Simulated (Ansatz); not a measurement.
Relaxed bulk ZnS:

```xyz
2
Lattice="0.0000 -2.6783 -2.6783 2.6783 0.0000 -2.6783 2.6783 -2.6783 0.0000" Properties=species:S:1:pos:R:3 pbc="T T T"
Zn    0.0000    0.0000    0.0000
S     4.0174   -4.0174   -4.0174
```

Miller indices refer to the conventional cell of F-43m (No. 216), a = 5.357 Å, b = 5.357 Å, c = 5.357 Å, α = 90.00°, β = 90.00°, γ = 90.00°. The bulk's gap is 2.09 eV.

The (100) slab of 10 planes, 12.1 Å thick with 15 Å of vacuum as cut; outer planes Zn (top) and S (bottom).

These are results of Ansatz, DFT PBEsol, scalar-relativistic, plane waves, PAW, not measurements. Settings: cutoff 420 eV, Γ-centred mesh 7×7×1 on the computed 10-atom cell, Gaussian smearing of 0.05 eV; no spin polarisation. A dipole correction removes the field between periodic images along c.

With the atoms at the bulk's places:

```json
{
 "Surface energy (mean of both faces)": "2.26 J/m²",
 "Gap of the slab on the mesh": "none (metal or semimetal)",
 "Work function": "4.49 eV (top), 7.19 eV (bottom)",
 "Dipole of the slab along +c, per cell": "0.21 e·Å"
}
```

(1) What changes when all atoms relax within this surface cell and its symmetry?

An odd mesh misses points on the zone edge, so a gap read on it can be too wide. Spin polarisation was left out, and a magnetic state may lie lower. Gaps are read on the k points sampled, so a band crossing between them can be missed.

## Answers

(1) The energy falls by 0.036 J/m² a face, and the largest move is 0.07 Å.

| Property | Result |
| --- | --- |
| Surface energy (mean of both faces) | 2.23 J/m² |
| Gap of the slab on the mesh | 0.07 eV |
| Dipole of the slab along +c, per cell | 0.22 e·Å |

```
plane (bottom to top) atoms spacing to next, bulk (Å) relaxed (Å) change (%)
                    1      S                      1.339        1.245        -7.0
                    2     Zn                      1.339        1.431        +6.8
                    3      S                      1.339        1.270        -5.2
                    4     Zn                      1.339        1.403        +4.8
                    5      S                      1.339        1.279        -4.5
                    6     Zn                      1.339        1.402        +4.7
                    7      S                      1.339        1.285        -4.0
                    8     Zn                      1.339        1.424        +6.3
                    9      S                      1.339        1.310        -2.1
                   10     Zn
```